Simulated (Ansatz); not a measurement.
Zone-centre phonons of Ti: input and output

These are results of Ansatz, DFT PBEsol, scalar-relativistic, plane waves, PAW, not measurements.

Launched with:
```bash
ansatz run input.yaml --threads 1 --pin off --max-ram 3072MiB --backend cpu --events-out ev --progress --plain --runs-dir out
```

Input (bare energies are in eV):
```yaml
crystal:
  lattice:
    - [4.5235141488, 0.0, 0.0]
    - [-2.2617570744, 3.9174781673, 0.0]
    - [0.0, 0.0, 2.7967118043]
  atoms:
    - { symbol: Ti, position: [0.0, 0.0, 0.0] }
    - { symbol: Ti, position: [0.3333333333, 0.6666666667, 0.5] }
    - { symbol: Ti, position: [0.6666666667, 0.3333333333, 0.5] }
basis:
  ecutwfc: 420
kpoints:
  mp_grid: { grid: [12, 12, 14] }
hamiltonian:
  xc: pbesol
scf:
  occupations: { method: fermi_dirac, width: 0.15 }
output:
  eigenvalues: true
phonons:
  method: dfpt
  eigenvectors: true
```

Results section of the output:
```
--- Phonons (Γ-DFPT): 4 representative perturbations + reference, on 344 of 2016 k-points (Σ response iterations 12) ---
  k mesh reduced under 4 symmetry operations, with k and −k counted as one. Each operation leaves every solved displacement unchanged or reverses it
  ASR residual: 2.622e-3 → 0.000e0 eV/Å²; symmetrization residual: 4.702e-6 eV/Å²
  ASR residual per site (eV/Å²): 2.62e-3 1.75e-3 1.75e-3
  Γ frequencies (cm⁻¹): 0.00 0.00 0.00 124.08 171.23 171.23 190.01 190.01 218.40
  non-analytic LO–TO correction: not included (Born effective charges unavailable; polar crystals: no LO–TO splitting at Γ)
```

The run took 2.2 min on 1 thread of Intel(R) Xeon(R) Platinum 8488C (Sapphire Rapids), with other jobs on the host, peak memory 1.7 GiB.

In a metal, frequencies and elastic constants depend on the k mesh and the smearing, soft modes and shear constants most.

This form isn't the element's structure at ambient conditions.